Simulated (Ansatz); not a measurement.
# GePt (001): surface energy and levels, part 2 of 2

Aim: for GePt, compute energy, relaxation and work function or band edges of the (001) face.

Ansatz 0.2.0; DFT PBE, scalar-relativistic, plane waves, PAW. Earlier steps stand in the parts before.

## (5) Relaxing the (001) slab

input.yaml reads:

```yaml
crystal:
  lattice:
    - [3.7445201704, 0.0, 0.0]
    - [0.0, 5.8271323179, 0.0]
    - [0.0, 0.0, 26.2978557326]
  atoms:
    - { symbol: Ge, position: [0.75, 0.686769771, 0.2851943549] }
    - { symbol: Pt, position: [0.25, 0.0017840779, 0.3100345141] }
    - { symbol: Pt, position: [0.25, 0.5017840779, 0.3368637058] }
    - { symbol: Ge, position: [0.75, 0.186769771, 0.3617038651] }
    - { symbol: Ge, position: [0.25, 0.813230229, 0.4028949482] }
    - { symbol: Pt, position: [0.75, 0.4982159221, 0.4277351075] }
    - { symbol: Pt, position: [0.75, 0.9982159221, 0.4545642992] }
    - { symbol: Ge, position: [0.25, 0.313230229, 0.4794044585] }
    - { symbol: Ge, position: [0.75, 0.686769771, 0.5205955415] }
    - { symbol: Pt, position: [0.25, 0.0017840779, 0.5454357008] }
    - { symbol: Pt, position: [0.25, 0.5017840779, 0.5722648925] }
    - { symbol: Ge, position: [0.75, 0.186769771, 0.5971050518] }
    - { symbol: Ge, position: [0.25, 0.813230229, 0.6382961349] }
    - { symbol: Pt, position: [0.75, 0.4982159221, 0.6631362942] }
    - { symbol: Pt, position: [0.75, 0.9982159221, 0.6899654859] }
    - { symbol: Ge, position: [0.25, 0.313230229, 0.7148056451] }
basis:
  ecutwfc: 420
kpoints:
  mp_grid: { grid: [9, 6, 1] }
hamiltonian:
  xc: pbe
scf:
  occupations: { method: gaussian, width: 0.1 }
output:
  forces: true
  eigenvalues: true
  write_density: true
  write_potential: true
  elf: true
  volumetric_format: npy
relax:
  adjacent_minimum: "off"
  f_tol: 0.02
  max_steps: 60
efield:
  axis: 3
  dipole_correction: true
  ramp_width: 0.04
```

The run is started by

```console
$ ansatz run input.yaml --threads 8 --pin off --max-ram 15360MiB --backend cpu --events-out ev --progress --plain --runs-dir out
```

Log:

```text
Warning: RAYON_NUM_THREADS=8 ignored (pool sized by the plan → 8); use --threads N
Engine: ansatz 0.2.0, aarch64-unknown-linux-gnu
Pseudopotentials: kind: paw
Pseudopotential: Ge, paw, valence charge 14, recommended cutoff 420 eV (normal), Ge.paw.azcp
Pseudopotential: Pt, paw, valence charge 18, recommended cutoff 420 eV (normal), Pt.paw.azcp
Functional definition: PBE
  parameter kappa = 0.804
  parameter beta = 0.06672455060314922
  exchange = pbe_x(kappa = kappa, mu = beta*pi^2/3)
  correlation = pbe_c(beta = beta)
Crystal: 16 atoms, lattice volume = 573.814 Å³
Basis set: ecut = 420 eV, 11253 PW (Γ), exchange–correlation on 54×80×360 points (8 copies of the dense FFT grid, shifted against one another)
Bands: 154, of which v1, the nominal top of the filled ones, is band 128 counted from 1 (127 counted from 0)
Symmetry: 2 space group operations
k-points: 20 of 54 (time reversal used)
Non-local potential: Ge, projectors of the file, l = 0: 2, l = 1: 2, l = 2: 3, l = 3: 1
Non-local potential: Pt, projectors of the file, l = 0: 3, l = 1: 2, l = 2: 2, l = 3: 1
PAW form: soft (Blöchl's): semilocal exchange-correlation on the pseudo side does not see the compensation charge
PAW one-centre angular grid: Ge, 590 points (default); XC on 64 Gauss nodes
PAW one-centre angular grid: Pt, 590 points (default); XC on 64 Gauss nodes
Initial density: superposition of atomic densities (neutral atoms: chi_scale 0, normalization atom), corrected by the library's trained network
Initial wavefunctions: pseudopotential atomic-orbital guess
Functional: x = pbe(κ = 0.804, μ = 0.2195149727645171), c = pbe(β = 0.06672455060314922)
SCF iter   1: F=—  HF=-134548.084012 eV  |F-HF|=—  |Δ(HF+E_count)|=         —  Δρ=2.97e-3  dr2=7.89e-2  ethr=1.77e-3  p=0.000 e·Å  D=1.28e-13 V/Å  ΔV_dip=-0.00 eV  dr2_dipole=2.94e-8  V_vac-E_F(+/−)=4.55/4.55 eV  ⟨swp⟩=7.0  Hψ=11785  notcnv=0  defer=85
efield: sawtooth ramp at fractional position 0.9800 (placed from the atoms, in the widest stretch of the axis that holds none; the zero of the levels goes with the place), width 0.0400; the density the first Hamiltonian is built on has a dipole p = 0.000 e·Å; the dipole correction subtracts the counter field D = 1.28e-13 V/Å, which shifts the + side's vacuum level by -0.00 eV against the − side's; the planar-averaged density in the ramp window peaks in size at 6.8e-6 e/Å³
preconditioner: auto → LDOS  [metal: Δε(μ)=0.038 eV  Ē_g=16.408 eV  σ=0.100 eV  W_gap=0.21  n_scr=144 (ndim 8)  ℏωp=21.5 eV  f_vac=0.485  D(μ)=6.97/eV (n_scr^D=30)  β→1.0]
SCF iter   2: F=—  HF=-134548.077461 eV  |F-HF|=—  |Δ(HF+E_count)|=   6.55e-3  Δρ=1.22e-3  dr2=1.85e-2  ethr=3.08e-5  p=-0.000 e·Å  D=-8.68e-6 V/Å  ΔV_dip=0.00 eV  dr2_dipole=2.14e-7  V_vac-E_F(+/−)=4.58/4.58 eV  ⟨swp⟩=2.0  Hψ=5684  notcnv=0  defer=196
SCF iter   3: F=—  HF=-134548.075101 eV  |F-HF|=—  |Δ(HF+E_count)|=   2.36e-3  Δρ=4.46e-4  dr2=2.00e-3  ethr=7.22e-6  p=-0.000 e·Å  D=-6.99e-7 V/Å  ΔV_dip=0.00 eV  dr2_dipole=3.88e-10  V_vac-E_F(+/−)=4.56/4.56 eV  ⟨swp⟩=2.0  Hψ=4889  notcnv=0  defer=196
SCF iter   4: F=—  HF=-134548.073833 eV  |F-HF|=—  |Δ(HF+E_count)|=   1.27e-3  Δρ=9.89e-5  dr2=8.51e-5  ethr=7.81e-7  p=-0.000 e·Å  D=-4.30e-7 V/Å  ΔV_dip=0.00 eV  dr2_dipole=2.97e-12  V_vac-E_F(+/−)=4.56/4.56 eV  ⟨swp⟩=2.9  Hψ=5084  notcnv=0  defer=196
iter 5 did not close the SCF: its close was put off for the readings that it lacked (scf_convergence_deferred on its scf_iter line)
SCF iter   5: F=-134548.073834 eV  HF=-134548.073833 eV  |F-HF|=3.81e-7  |Δ(HF+E_count)|=   4.68e-7  Δρ=3.11e-5  dr2=8.85e-6  ethr=3.32e-8  p=-0.000 e·Å  D=-1.34e-7 V/Å  ΔV_dip=0.00 eV  dr2_dipole=2.53e-12  V_vac-E_F(+/−)=4.56/4.56 eV  ⟨swp⟩=3.0  Hψ=5039  notcnv=0  defer=196
SCF iter   6: F=-134548.073838 eV  HF=-134548.073837 eV  |F-HF|=1.52e-7  |Δ(HF+E_count)|=   4.03e-6  Δρ=1.20e-5  dr2=1.41e-6  ethr=3.46e-9  p=-0.000 e·Å  D=-1.98e-9 V/Å  ΔV_dip=0.00 eV  dr2_dipole=1.08e-11  V_vac-E_F(+/−)=4.56/4.56 eV  ⟨swp⟩=19.4  Hψ=29751  notcnv=0
SCF 1 converged in 6 iterations: F = -134548.073838 eV  dr2 = 1.41e-6
relax step   1: F+E_penalty+E_count = -134548.07383765 eV  Δ(F+E_penalty+E_count) = +0.000e0 eV  max|allowed force component| = 1.121e0 eV/Å  Δτ_max = 0.0000 Å  (6 SCF iters, dr2 threshold 1.00e-5 eV, accepted)
[... from here on, the SCF cycles and remarks between the steps are left out ...]
relax step   2: F+E_penalty+E_count = -134548.44974517 eV  Δ(F+E_penalty+E_count) = -3.759e-1 eV  max|allowed force component| = 2.711e-1 eV/Å  Δτ_max = 0.1931 Å  (6 SCF iters, dr2 threshold 7.85e-5 eV, accepted)
relax step   3: F+E_penalty+E_count = -134548.50815066 eV  Δ(F+E_penalty+E_count) = -5.841e-2 eV  max|allowed force component| = 1.433e-1 eV/Å  Δτ_max = 0.0590 Å  (6 SCF iters, dr2 threshold 4.59e-6 eV, accepted)
relax step   4: F+E_penalty+E_count = -134548.52316634 eV  Δ(F+E_penalty+E_count) = -1.502e-2 eV  max|allowed force component| = 4.114e-2 eV/Å  Δτ_max = 0.0768 Å  (6 SCF iters, dr2 threshold 1.28e-6 eV, accepted)
relax step   5: F+E_penalty+E_count = -134548.52317279 eV  Δ(F+E_penalty+E_count) = -6.448e-6 eV  max|allowed force component| = 7.042e-2 eV/Å  Δτ_max = 0.0313 Å  (7 SCF iters, accepted)
relax step   6: F+E_penalty+E_count = -134548.52531765 eV  Δ(F+E_penalty+E_count) = -2.145e-3 eV  max|allowed force component| = 1.467e-2 eV/Å  Δτ_max = 0.0221 Å  (6 SCF iters, dr2 threshold 4.09e-7 eV, accepted)
relax step   7: F+E_penalty+E_count = -134548.52531766 eV  Δ(F+E_penalty+E_count) = -1.688e-9 eV  max|allowed force component| = 1.463e-2 eV/Å  Δτ_max = 0.0000 Å  (2 SCF iters, accepted)
WARN: The output density's exchange-correlation potential varies sharply where the density is thin. Do not read a vacuum level from v_tot or v_xc, or from such a field of the output density. On a cell that repeats whose density bears no net charge and no dipole along the vacuum's axis use v_es (v_loc + v_h of the components); under efield.dipole_correction with no amplitude use v_es + v_field, which holds any external_charges[].barrier, or the levels of the report's work_function block, which leave it out; under a non-zero efield.amplitude the vacuum is tilted and has no level; on a cell that repeats and bears such a dipole with no correction it is tilted too, and efield.dipole_correction with no amplitude gives each side of its ramp a level where efield: is served; in a cell that repeats whose density bears a net charge (total_charge, or a fill off its count) it is curved and has none; of a slab under crystal.periodic whose density bears no net charge use v_es, which has a level on each side, short of where the two are joined; of another it falls or rises all the way out and has none; of a slab beside external_charges read slab_vacuum_level instead, which it has where they leave it neutral. The grid or the basis barely resolves most such structure, and the values can differ between equally converged runs; as a rule a tighter scf.convergence.dr2_threshold does not remove it. Where the density itself ripples (under the LDA too) a higher basis.ecutwfc lessens it. The files hold the spikes' plane waves up to the density's cutoff. Files: v_tot_of_output_density and the like, and their columns of v_z.tsv (output.write_potential); v_xc_of_output_density and the like, and their columns of v_comp_z.tsv (output.write_potential_components). Measured: with its Gaussian average of σ = 0.25 Å subtracted twice, the exchange-correlation potential is over 0.1 eV at 2 of the grid points where the equally averaged density (valence and model cores) is under 1e-3 e/Å³, and 0.118 eV at the most among them, at an averaged density of 1.3e-8 e/Å³. See output.write_potential in the manual, Limitations
SCF converged after 2 iterations
Free energy (F): -134548.525318 eV
Harris-Foulkes:  -134548.525318 eV  (|F-HF|=2.79e-8)
Internal energy: -134548.490307 eV  (E = F + TS)
E sigma→0 (E₀):  -134548.507812 eV
Entropy (-TS):   -0.035010 eV (-2.188 meV/atom)
Fermi energy:    5.426503 eV
Dipole field:    D = 0.000000 V/Å  (p = 0.000000 e·Å, saw-weighted, corrected)
Work function:   Φ+ = 4.5749 eV   Φ− = 4.5749 eV
Levels:          The Fermi level and band energies are counted from a zero that moves with the ramp; work functions are not
--- Per-component energies (eV) ---
  E_band       = -5201.178153
  E_kinetic    = 5993.399842
  E_local      = -369234.365159  (includes V_loc(G=0)·N_el)
  E_nonlocal   = 4940.922907
  E_hartree    = 180422.763178
  E_xc         = -2698.170331
  E_vxc        = -2938.464915  (∫ρ·V_xc dr)
  E_paw        = -91789.709419  (= ΣΔE_a)
  E_vpaw       = -4808.143785  (= ΣTr[D̂ρ^β])
  E_aug_tail   = 0.004002  (compensation charges beyond the density's cutoff)
  E_efield     = 0.000000  (sawtooth field / dipole correction)
  E_vefield    = 0.000000  (∫n·V_field dr)
  E_ewald      = 137816.664672
  E_smearing   = -0.035010  (= −TS)
  E_closure    = 0.000000  (closes the sum)
  Σ components = -134548.525318   (vs F -134548.525318, Δ=0.00e0)
--- Forces (eV/Å), atoms counted from 1 ---
  atom   1  Ge     0.00000000     0.00610046    -0.00772432
  atom   2  Pt     0.00000000    -0.00853646    -0.00547560
  atom   3  Pt     0.00000000     0.00507507     0.00073610
  atom   4  Ge     0.00000000    -0.00578665     0.00066006
  atom   5  Ge     0.00000000     0.00450662    -0.00446438
  atom   6  Pt     0.00000000     0.00480396     0.00870766
  atom   7  Pt     0.00000000    -0.01168038    -0.00992297
  atom   8  Ge     0.00000000     0.01463487     0.00302144
  atom   9  Ge     0.00000000    -0.01463484    -0.00302152
  atom  10  Pt     0.00000000     0.01168031     0.00992305
  atom  11  Pt     0.00000000    -0.00480394    -0.00870770
  atom  12  Ge     0.00000000    -0.00450664     0.00446433
  atom  13  Ge     0.00000000     0.00578660    -0.00066007
  atom  14  Pt     0.00000000    -0.00507484    -0.00073613
  atom  15  Pt     0.00000000     0.00853626     0.00547573
  atom  16  Ge     0.00000000    -0.00610040     0.00772437
  max |Σ_I F_I| component: 5.31e-8 eV/Å
--- Band table (eV; the first three rows and the last of 20) ---
  k-point 0: bands = ["-93.3571", "-93.3571", "-93.3062", "-93.3036", "-93.1732", "-93.1732", "-93.0620", "-93.0620", "-47.6633", "-47.6610", "-47.6166", "-47.6160", "-47.5736", "-47.5700", "-47.5639", "-47.5541", "-47.5515", "-47.5396", "-47.5373", "-47.5355", "-47.5352", "-47.4941", "-47.4301", "-47.4301", "-47.3631", "-47.3631", "-47.3311", "-47.3311", "-47.3084", "-47.3084", "-47.2247", "-47.2247", "-19.5221", "-19.5220", "-19.5112", "-19.5074", "-19.5059", "-19.5050", "-19.4937", "-19.4920", "-19.4907", "-19.4845", "-19.4834", "-19.4779", "-19.4778", "-19.4723", "-19.4681", "-19.4634", "-19.4531", "-19.4511", "-19.4500", "-19.4455", "-19.4121", "-19.4121", "-19.3948", "-19.3948", "-19.3741", "-19.3740", "-19.3491", "-19.3491", "-19.3366", "-19.3365", "-19.0917", "-19.0917", "-19.0780", "-19.0780", "-19.0756", "-19.0756", "-19.0449", "-19.0449", "-19.0344", "-19.0344", "-6.7757", "-6.0763", "-5.2573", "-4.4183", "-3.6737", "-3.2863", "-2.8980", "-2.8676", "-1.4519", "-1.2189", "-0.5728", "-0.2994", "-0.0434", "0.1650", "0.1892", "0.2269", "0.2680", "0.2971", "0.4238", "0.4626", "0.4851", "0.4858", "0.8122", "0.8955", "1.1986", "1.3716", "1.4980", "1.5033", "1.5498", "1.7285", "1.9707", "2.0396", "2.1490", "2.1864", "2.3167", "2.3572", "2.4328", "2.4985", "2.6025", "2.7422", "2.7734", "2.8072", "2.8223", "2.9009", "2.9928", "3.1783", "3.1819", "3.2972", "3.8273", "3.8487", "4.1245", "4.7406", "4.7751", "4.9547", "5.2197", "5.7345", "5.7897", "5.9952", "6.2341", "6.8732", "7.0520", "7.3267", "7.7078", "7.8541", "8.0430", "8.5107", "9.3011", "9.3848", "9.6888", "9.7108", "10.2015", "10.4505", "10.6439", "10.9032", "10.9736", "11.0500", "11.4279", "11.4339", "11.4717", "11.6545", "11.6805", "12.1494"]
[... 3 lines left out ...]
--- Relaxed structure (7 steps of the walk, 7 accepted, 0 SCFs on fresh bases) ---
  F+E_penalty+E_count = -134548.52531766 eV   max|allowed force component| = 1.463e-2 eV/Å
  atoms:
    - { symbol: Ge, position: [0.7500000000000001, 0.7040667595226183, 0.28206979584491637] }
    - { symbol: Pt, position: [0.25000000000000006, -0.004302877775105884, 0.31894608264851726] }
    - { symbol: Pt, position: [0.25000000000000006, 0.5151095249041486, 0.3334398900202991] }
    - { symbol: Ge, position: [0.7500000000000001, 0.21658382681459334, 0.35566006204628137] }
    - { symbol: Ge, position: [0.25000000000000006, 0.8067532994206285, 0.4047154286256442] }
    - { symbol: Pt, position: [0.7500000000000001, 0.4992710373936804, 0.42806660229770066] }
    - { symbol: Pt, position: [0.7500000000000001, 0.9992734493995831, 0.4542574143838546] }
    - { symbol: Ge, position: [0.25000000000000006, 0.30800887935156007, 0.4787753702772327] }
    - { symbol: Ge, position: [0.7500000000000001, 0.6919911238369267, 0.5212246302647981] }
    - { symbol: Pt, position: [0.25000000000000006, 0.0007265525663476708, 0.5457425843629086] }
    - { symbol: Pt, position: [0.25000000000000006, 0.500728963674942, 0.5719333985143221] }
    - { symbol: Ge, position: [0.7500000000000001, 0.19324670040556327, 0.5952845710285742] }
    - { symbol: Ge, position: [0.25000000000000006, 0.7834161721993576, 0.6443399386527225] }
    - { symbol: Pt, position: [0.7500000000000001, 0.48489047132247626, 0.6665601104291379] }
    - { symbol: Pt, position: [0.7500000000000001, 1.004302880268887, 0.6810539165105305] }
    - { symbol: Ge, position: [0.25000000000000006, 0.2959332366937938, 0.7179302040925594] }
```

It took 4.2 min on 8 threads of Arm Neoverse V2, shared host; peak memory 3.9 GiB.

The steps of the relaxation:

| step | energy from step 1 (eV/cell) | largest force component (eV/Å) |
| --- | --- | --- |
| 1 | 0.0000 | 1.1211 |
| 2 | -0.3759 | 0.2711 |
| 3 | -0.4343 | 0.1433 |
| 4 | -0.4493 | 0.0411 |
| 5 | -0.4493 | 0.0704 |
| 6 | -0.4515 | 0.0147 |
| 7 | -0.4515 | 0.0146 |

Step 1 is the start.

From the log: work function 4.57 eV.

Plane-averaged electrostatic potential energy of an electron across the slab, counted from the Fermi level:

(z (Å), V (eV)): (1.46, 4.57), (2.05, 4.57), (2.34, 4.57), (2.92, 4.57), (3.51, 4.57), (3.80, 4.57), (4.38, 4.57), (4.68, 4.56), (5.26, 4.51), (5.84, 4.27), (6.14, 3.92), (6.72, 1.46), (7.30, -2.39), (7.60, -4.49), (8.18, -11.75), (8.47, -14.70), (9.06, -12.50), (9.64, -4.63), (9.93, -3.47), (10.52, -5.72), (11.10, -11.06), (11.40, -12.66), (11.98, -11.78), (12.56, -7.30), (12.86, -5.09), (13.44, -5.09), (13.73, -7.30), (14.32, -11.78), (14.90, -12.66), (15.19, -11.06), (15.78, -5.72), (16.36, -3.47), (16.66, -4.63), (17.24, -12.50), (17.82, -14.70), (18.12, -11.75), (18.70, -4.49), (18.99, -2.39), (19.58, 1.46), (20.16, 3.92), (20.45, 4.27), (21.04, 4.51), (21.62, 4.56), (21.91, 4.57), (22.50, 4.57), (22.79, 4.57), (23.38, 4.57), (23.96, 4.57), (24.25, 4.57), (24.84, 4.57)

Density in a lattice plane of the grid's cell (edges 5.83 and 26.30 Å, at 0.250 of the third edge), which holds Pt and Ge.

Ten even steps from '0' (0.00 e/Å³) to '9' (32.49 e/Å³):
```
000000
000000
000000
000000
000000
001000
000004
000000
300100
000000
000000
000009
000200
200000
000000
000000
000000
000000
000000
000000
```
Columns run along the first of these edges and rows up along the second, over one cell in 6 and 20 even steps from the bottom left corner. Atoms in the plane (fractional): Pt at (1.00, 0.32), Pt at (0.52, 0.33), Ge at (0.81, 0.40), Ge at (0.31, 0.48), Pt at (0.00, 0.55), Pt at (0.50, 0.57), Ge at (0.78, 0.64), Ge at (0.30, 0.72).

ELF in the same plane.

Ten even steps from '0' (0.00) to '9' (0.67):
```
000000
000000
000000
068300
397800
242413
501240
424756
943944
362503
244424
400250
643944
943634
111101
000000
000000
000000
000000
000000
```
Columns run along the first of these edges and rows up along the second, over one cell in 6 and 20 even steps from the bottom left corner. Atoms in the plane (fractional): Pt at (1.00, 0.32), Pt at (0.52, 0.33), Ge at (0.81, 0.40), Ge at (0.31, 0.48), Pt at (0.00, 0.55), Pt at (0.50, 0.57), Ge at (0.78, 0.64), Ge at (0.30, 0.72).

Both are smooth fields of the valence electrons: close to the nuclei they are not physical.

Maxima of ELF outside the ion cores: 0.85 beside Ge, off the lines to its neighbours, 1.5 Å from Ge; 0.50 on the Ge–Pt line, 1.1 Å from Ge.

## (6) What the (001) slab gives

γ = (E_slab − N E_bulk) / (2A); here N = 16 and A = 21.82 Å².

|  | as cut | relaxed |
| --- | --- | --- |
| surface energy, mean of both faces | 1.24 J/m² | 1.08 J/m² |
| work function | 4.56 eV | 4.57 eV |
| dipole along +c (e·Å/cell) | 0.000 | 0.000 |

Spacings of the planes, from the bottom up:

| plane | atoms | spacing to the next, as cut (Å) | relaxed (Å) | change (%) | rumpling (Å) |
| --- | --- | --- | --- | --- | --- |
| 1 | Ge | 0.653 | 0.970 | +48.5 | 0.000 |
| 2 | Pt | 0.706 | 0.381 | -46.0 | 0.000 |
| 3 | Pt | 0.653 | 0.584 | -10.5 | 0.000 |
| 4 | Ge | 1.083 | 1.290 | +19.1 | 0.000 |
| 5 | Ge | 0.653 | 0.614 | -6.0 | 0.000 |
| 6 | Pt | 0.706 | 0.689 | -2.4 | 0.000 |
| 7 | Pt | 0.653 | 0.645 | -1.3 | 0.000 |
| 8 | Ge | 1.083 | 1.116 | +3.1 | 0.000 |
| 9 | Ge | 0.653 | 0.645 | -1.3 | 0.000 |
| 10 | Pt | 0.706 | 0.689 | -2.4 | 0.000 |
| 11 | Pt | 0.653 | 0.614 | -6.0 | 0.000 |
| 12 | Ge | 1.083 | 1.290 | +19.1 | 0.000 |
| 13 | Ge | 0.653 | 0.584 | -10.5 | 0.000 |
| 14 | Pt | 0.706 | 0.381 | -46.0 | 0.000 |
| 15 | Pt | 0.653 | 0.970 | +48.5 | 0.000 |
| 16 | Ge |  |  |  | 0.000 |

## (7) Summary of results

What follows sums up all 2 parts.

```
                                 quantity      value
surface energy, (001), cut with Ge on top  1.08 J/m²
 work function, (001), cut with Ge on top    4.57 eV
```

**Reading.** The outermost spacing at the top of (001) expands by 48.5 %, and relaxation gains 0.166 J/m² a face. The runs treat Pt without spin-orbit coupling.
